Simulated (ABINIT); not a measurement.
# BeTe (F-43m): G0W0 with and without spin-orbit coupling

Aim: spinor G0W0 for BeTe (F-43m) beside the scalar-relativistic result.

Method: PBE and many-body steps on it, plane waves, in ABINIT 10.8.3.

**The experiments to reproduce.**

- Gap 2.8 eV: absolute (indirect, Gamma to X) gap, second literature value; film (quoted from earlier experiment) (quoted in “The band structure of BeTe - a combined experimental and theoretical study”, 1997, arxiv:cond-mat/9712266).

- Gap 2.7 eV: absolute (indirect, Gamma to X) gap; bulk crystal (quoted from earlier experiment) (quoted in “The band structure of BeTe - a combined experimental and theoretical study”, 1997, arxiv:cond-mat/9712266).

Most raw output is cut from this account.

## Step 1: The structure

It takes space group F-43m (No. 216, cubic). Conventional cell: a = 5.663 Å, b = 5.663 Å, c = 5.663 Å, α = 90.00°, β = 90.00°, γ = 90.00°. Be has 4 Te at 2.45 Å nearest. Te has 4 Be at 2.45 Å nearest. Farther neighbours and most contacts between anions are not listed.

Coordinates:

```cif
data_structure
_symmetry_space_group_name_H-M 'P 1'
_symmetry_Int_Tables_number 1
_cell_length_a 4.0043
_cell_length_b 4.0043
_cell_length_c 4.0043
_cell_angle_alpha 60.000
_cell_angle_beta 60.000
_cell_angle_gamma 60.000
_cell_volume 45.40
loop_
_atom_site_label
_atom_site_type_symbol
_atom_site_fract_x
_atom_site_fract_y
_atom_site_fract_z
_atom_site_occupancy
Be1 Be 0.00000 0.00000 0.00000 1
Te2 Te 0.75000 0.75000 0.75000 1
```

The cell and positions are those that the Materials Project relaxed with its own functionals (PBE, PBE+U or r2SCAN), kept fixed. Spin-orbit coupling is left out unless a step names it.

## Step 2: Empty states on the mesh, 4×4×4 mesh, 106 bands

This step: ABINIT 10.8.3; DFT, PBE, plane waves, norm-conserving pseudopotentials.

The sums over transitions need many empty states on a uniform mesh; this step solves for them.

Input file run.abi:

```
acell 3*1.0 Angstrom
rprim 
  -0.000000000000 2.831458787600 2.831458787600
  2.831458787600 0.000000000000 2.831458787600
  2.831458787600 2.831458787600 0.000000000000
ntypat 2
znucl 4 52
natom 2
typat 1 2
xred 
  0.000000000000 0.000000000000 0.000000000000
  0.750000000000 0.750000000000 0.750000000000
pp_dirpath "pseudos"
pseudos "Be.upf, Te.upf"
ecut 38
ngkpt 4 4 4
nshiftk 1
shiftk 0 0 0
kptopt 1
chksymbreak 0
irdden 1
istwfk *1
nband 106
prtvol 0
optdriver 6
gwr_task "HDIAGO"
paral_kgb 0
occopt 1
indata_prefix "in"
outdata_prefix "out"
tmpdata_prefix "tmp"
```

Command:

```bash
$ OMP_NUM_THREADS=1 mpirun -n 8 abinit run.abi > log
```

It took 35 s on 8 MPI ranks of Arm Neoverse V1, shared host; peak memory 5.5 GiB; 4.7 min of CPU time.

This step gave:

| Item | Value |
| --- | --- |
| gap | 2.028 eV |
| k of the valence top | 0, 0, 0 |
| k of the conduction bottom | 0.5, 0.5, 0 |
| least direct gap | 3.658 eV |
| k points computed | 8 |
| lowest point of the top converged band, above the valence top | 79.9339 eV |

On this mesh the gap is 2.028 eV.

The density comes from a self-consistent run that is not shown.

## Step 3: Screening, 4×4×4 mesh, 98 bands, screening to 149.7 eV

The RPA dielectric matrix is built and inverted for each q.

This step: RPA screening on PBE, plane waves, norm-conserving pseudopotentials.

Edit run.abi of step 2 so:

```diff
@@ -20,10 +20,11 @@
 chksymbreak 0
-irdden 1
 istwfk *1
-nband 106
-prtvol 0
-optdriver 6
-gwr_task "HDIAGO"
-paral_kgb 0
 occopt 1
+irdwfk 1
+optdriver 3
+nband 98
+ecuteps 5.5
+inclvkb 0
+awtr 1
+symchi 1
 indata_prefix "in"
```

Run time: 12 s. Hardware: 8 MPI ranks; peak memory 1.2 GiB; 93 s of CPU time.

This step gave:

```
ε∞ with local fields, on this mesh, along the program's q direction : 7.678
the same without local fields                                       : 8.727
plasma frequency                                                    : 24.65 eV
plane waves in the screening matrix                                 : 169
```

Local fields lower ε∞ by 12 %. On a Γ-centred mesh this coarse the value itself is usually too large, while a short band sum pulls it down.

## Step 4: Scalar-relativistic

The self-energy is evaluated for the states that the input lists, and the levels follow from it, in one-shot runs by the linearised quasiparticle equation.

This step: G0W0 on PBE, plane waves, norm-conserving pseudopotentials.

Edit run.abi of step 3 so:

```diff
@@ -23,8 +23,17 @@
 irdwfk 1
-optdriver 3
+optdriver 4
 nband 98
+gwcalctyp 0
+ecutsigx 38
+symsigma 1
+nkptgw 2
+kptgw 
+  0.0000000000 0.0000000000 0.0000000000
+  0.5000000000 0.5000000000 0.0000000000
+bdgw 
+  8 13
+  9 12
 ecuteps 5.5
-inclvkb 0
-awtr 1
-symchi 1
+irdscr 1
+ppmodel 1
 indata_prefix "in"
```

Run time: 4.8 s. Hardware: 8 MPI ranks; peak memory 1.1 GiB.

This step gave:

```
G0W0 gap on the points computed              : 3.375 eV
starting gap on the mesh                     : 2.028 eV
k of the valence top                         : 0, 0, 0
k of the conduction bottom                   : 0.5, 0.5, 0
Z at the valence top                         : 0.798
Z at the conduction bottom                   : 0.811
least direct G0W0 gap on the computed points : 5.291 eV
```

The gap on the mesh goes from 2.03 eV to 3.38 eV, a correction of +1.35 eV.

## Step 5: Empty states on the mesh, 4×4×4 mesh, 204 bands

This step: DFT, PBE with spin-orbit coupling, plane waves, norm-conserving pseudopotentials.

Edit run.abi of step 4 so:

```diff
@@ -15,2 +15,3 @@
 ecut 38
+nspinor 2
 ngkpt 4 4 4
@@ -20,20 +21,10 @@
 chksymbreak 0
+irdden 1
 istwfk *1
+nband 204
+prtvol 0
+optdriver 6
+gwr_task "HDIAGO"
+paral_kgb 0
 occopt 1
-irdwfk 1
-optdriver 4
-nband 98
-gwcalctyp 0
-ecutsigx 38
-symsigma 1
-nkptgw 2
-kptgw 
-  0.0000000000 0.0000000000 0.0000000000
-  0.5000000000 0.5000000000 0.0000000000
-bdgw 
-  8 13
-  9 12
-ecuteps 5.5
-irdscr 1
-ppmodel 1
 indata_prefix "in"
```

Wall time 3.9 min (8 MPI ranks); peak memory 20 GiB.

Numbers from this step:

| Property | Result |
| --- | --- |
| gap | 1.734 eV |
| k of the valence top | 0, 0, 0 |
| k of the conduction bottom | 0.5, 0.5, 0 |
| least direct gap | 3.325 eV |
| k points computed | 8 |
| lowest point of the top converged band, above the valence top | 79.7323 eV |

On this mesh the gap is 1.734 eV.

The density comes from a self-consistent run that is not shown, made with spin-orbit coupling and fully relativistic files.

## Step 6: Screening, 4×4×4 mesh, 196 bands, screening to 149.7 eV

This step: RPA screening on PBE with spin-orbit coupling, plane waves, norm-conserving pseudopotentials.

Edit run.abi of step 5 so:

```diff
@@ -21,10 +21,11 @@
 chksymbreak 0
-irdden 1
 istwfk *1
-nband 204
-prtvol 0
-optdriver 6
-gwr_task "HDIAGO"
-paral_kgb 0
 occopt 1
+irdwfk 1
+optdriver 3
+nband 196
+ecuteps 5.5
+inclvkb 0
+awtr 1
+symchi 1
 indata_prefix "in"
```

Wall time 97 s (8 MPI ranks); peak memory 3.1 GiB; 13 min of CPU time.

Numbers from this step:

```yaml
eps_infinity_with_local_fields_on_this_mesh_along_the_program_s_q_direction: 7.745
the_same_without_local_fields: 8.795
plasma_frequency: 24.65 eV
plane_waves_in_the_screening_matrix: 169
```

## Step 7: With spin-orbit coupling

This step: G0W0 on PBE with spin-orbit coupling, plane waves, norm-conserving pseudopotentials.

Edit run.abi of step 6 so:

```diff
@@ -24,8 +24,17 @@
 irdwfk 1
-optdriver 3
+optdriver 4
 nband 196
+gwcalctyp 0
+ecutsigx 38
+symsigma 0
+nkptgw 2
+kptgw 
+  0.0000000000 0.0000000000 0.0000000000
+  0.5000000000 0.5000000000 0.0000000000
+bdgw 
+  17 26
+  17 24
 ecuteps 5.5
-inclvkb 0
-awtr 1
-symchi 1
+irdscr 1
+ppmodel 1
 indata_prefix "in"
```

The job ended after 2 min (8 MPI ranks; peak memory 2.4 GiB; 16 min of CPU time).

Numbers from this step:

- G0W0 gap on the points computed: 3.066 eV
- starting gap on the mesh: 1.734 eV
- k of the valence top: 0, 0, 0
- k of the conduction bottom: 0.5, 0.5, 0
- Z at the valence top: 0.799
- Z at the conduction bottom: 0.811
- least direct G0W0 gap on the computed points: 4.962 eV

Against G0W0 in ABINIT (4×4×4 mesh, 98 bands, screening to 149.7 eV, Godby-Needs plasmon pole), the gap moves by −0.309 eV.

## Step 8: The runs together

Times are wall times on 8 MPI ranks of Arm Neoverse V1, shared host, good to a factor of about two. A run's time includes the screening step that it read.

| run | mesh | bands | screening cutoff (eV) | DFT gap (eV) | gap on the mesh (eV) | direct (eV) | ε∞ used | time |
| --- | --- | --- | --- | --- | --- | --- | --- | --- |
| scalar-relativistic | 4×4×4 | 98 | 149.7 | 2.028 | 3.375 | 5.291 | 7.68 | 16 s |
| with spin-orbit coupling | 4×4×4 | 196 | 149.7 | 1.734 | 3.066 | 4.962 | 7.74 | 3.6 min |

## Step 9: What came out

| Item | Value |
| --- | --- |
| scalar-relativistic | 3.375 eV |
| with spin-orbit coupling | 3.066 eV |
| known limits | not at the basis limit; exchange with frozen shells missing; screening head approximate; no spin-orbit coupling in some runs; coarse k mesh |

With spin-orbit coupling: −0.309 eV against scalar-relativistic, −0.294 eV of it in the start. Against experiment, by with spin-orbit coupling: the gap of 3.07 eV lies +0.27 eV from the measured 2.8 eV (indirect, quoted 1997); the gap of 3.07 eV lies +0.37 eV from the measured 2.7 eV (indirect, quoted 1997). These are gaps on the mesh, at modest bands and cutoff. The calculation has static nuclei and no excitons; a measured gap holds zero-point and thermal motion, which mostly lowers it. Bands and cutoff are finite, so the gap is not at the basis limit. The miss can reach some tenths of an eV and take either sign; the mesh is an error of its own. In the G0W0 runs levels were corrected at 2 k points alone, so a gap called «on the mesh» is the least over those, and an edge elsewhere would be missed. The 4×4×4 mesh is coarse for this cell, which bears on the long-range parts of exchange and screening. The norm-conserving file of at least one element keeps a d shell over frozen s and p shells of the same row. Exchange with those shells is missing from the self-energy, an error of 0.3 to 0.9 eV in cases checked, whose sign depends on which edge lies on those atoms. The long-wavelength limit of the screening leaves out the non-local commutator, which shifts ε∞.

[Paths, hosts, dates, memory and timing lines, banners, echoed tables and standing remarks are left out of the program output.]

[Logs are printed without paths, hosts, clocks, repeated set-up lines and the standing remarks that a program may print on its own settings, such as how far it seeks lower states.]

[Runs of the session that timed out or met a known fault of the program may be left out.]

[Hosts, paths, dates, database ids (printed as entryN), source tags and the programs' standing remarks are cut or masked in the printed files.]

[G0W0 gaps are taken among the corrected bands and points alone; a level outside them can change the order at an edge.]

[Where Ansatz stands beside ABINIT at settings called matched, ABINIT's density can come from a denser mesh and the files from another edition; pairs whose starting gaps differed by over 0.03 eV were left out, so agreement reads better than it is.]
